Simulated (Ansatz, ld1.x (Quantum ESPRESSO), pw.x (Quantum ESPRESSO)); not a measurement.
What a changed setting does to a pw.x run (diamond P)

Potential: norm-conserving RRKJ (Kleinman–Bylander form), ld1.x (Quantum ESPRESSO) 7.5, PBE; core [Ne], reference 3s2 3p1; waves: 3p (bound): rc 1.75 bohr; 3d channel at 0.25 Ry: rc 1.40 bohr; 3s (bound): rc 1.30 bohr; local part: the s channel; core correction: a·sin(br)/r model core inside 1.25 bohr; rho0 0.02.

The reference run (k-mesh 8³, cutoffs 110/440 Ry, Fermi–Dirac 0.01 Ry, mixing_beta 0.4, conv_thr 1e-9, no spin) gives -0.44 GPa at 20.949 Å³/atom, where all-electron LAPW gives -0.21 GPa. This run, with its own iteration cap, changes diagonalization to paro.

```
&control
  calculation='scf', prefix='x', pseudo_dir='./', outdir='./tmp', tstress=.true., disk_io='none'
/
&system
  ibrav=0, nat=2, ntyp=1, ecutwfc=110, ecutrho=440, nbnd=12,
  occupations='smearing', smearing='fd', degauss=0.01
/
&electrons
  conv_thr=1e-09, mixing_beta=0.4, electron_maxstep=70, diagonalization='paro'
/
ATOMIC_SPECIES
P 1.0 P.UPF
CELL_PARAMETERS angstrom
  0.00000000 2.75668895 2.75668895
  2.75668895 0.00000000 2.75668895
  2.75668895 2.75668895 0.00000000
ATOMIC_POSITIONS crystal
P 0.0000 0.0000 0.0000
P 0.2500 0.2500 0.2500
K_POINTS automatic
8 8 8 0 0 0
```

```bash
pw.x < P.scf.in > P.scf.out
```

How does the run end?

It converges in 7 iterations; the free energy moves by +0.0 meV/atom and the pressure by +0.00 GPa. The result is that of the reference run.

```
Message from routine setup:
     using ibrav=0 with symmetry is DISCOURAGED, use correct ibrav instead
     lattice parameter (alat)  =       7.3672  a.u.
     unit-cell volume          =     282.7417 (a.u.)^3
     number of electrons       =        10.00
     number of Kohn-Sham states=           12
     kinetic-energy cutoff     =     110.0000  Ry
     charge density cutoff     =     440.0000  Ry
     scf convergence threshold =      1.0E-09
     Exchange-correlation= PBE
     number of k points=    29  Fermi-Dirac smearing, width (Ry)=  0.0100
     iteration #  1     ecut=   110.00 Ry     beta= 0.40
     total energy              =     -27.39910127 Ry
     estimated scf accuracy    <       0.57532213 Ry
     iteration #  2     ecut=   110.00 Ry     beta= 0.40
     total energy              =     -27.35908826 Ry
     estimated scf accuracy    <       0.11715231 Ry
     iteration #  3     ecut=   110.00 Ry     beta= 0.40
     total energy              =     -27.37370021 Ry
     estimated scf accuracy    <       0.00166218 Ry
     iteration #  4     ecut=   110.00 Ry     beta= 0.40
     total energy              =     -27.37374192 Ry
     estimated scf accuracy    <       0.00030990 Ry
     iteration #  5     ecut=   110.00 Ry     beta= 0.40
     total energy              =     -27.37378660 Ry
     estimated scf accuracy    <       0.00000153 Ry
     iteration #  6     ecut=   110.00 Ry     beta= 0.40
     total energy              =     -27.37378695 Ry
     estimated scf accuracy    <       0.00000001 Ry
     iteration #  7     ecut=   110.00 Ry     beta= 0.40
     the Fermi energy is     6.6566 ev
!    total energy              =     -27.37378695 Ry
     estimated scf accuracy    <          4.8E-10 Ry
     smearing contrib. (-TS)   =      -0.00743553 Ry
     The total energy is F=E-TS. E is the sum of the following terms:
     one-electron contribution =       3.84770483 Ry
     hartree contribution      =       2.54171213 Ry
     xc contribution           =      -7.90436823 Ry
     ewald contribution        =     -25.85140014 Ry
     convergence has been achieved in   7 iterations
          total   stress  (Ry/bohr**3)                   (kbar)     P=       -4.43
     Message from routine punch:
     Nothing written, as per user request (disk_io='none')
```

The run took about 1.7 min on one core of a shared host (Neoverse-N1, 64 threads, 124 GiB, load 60).
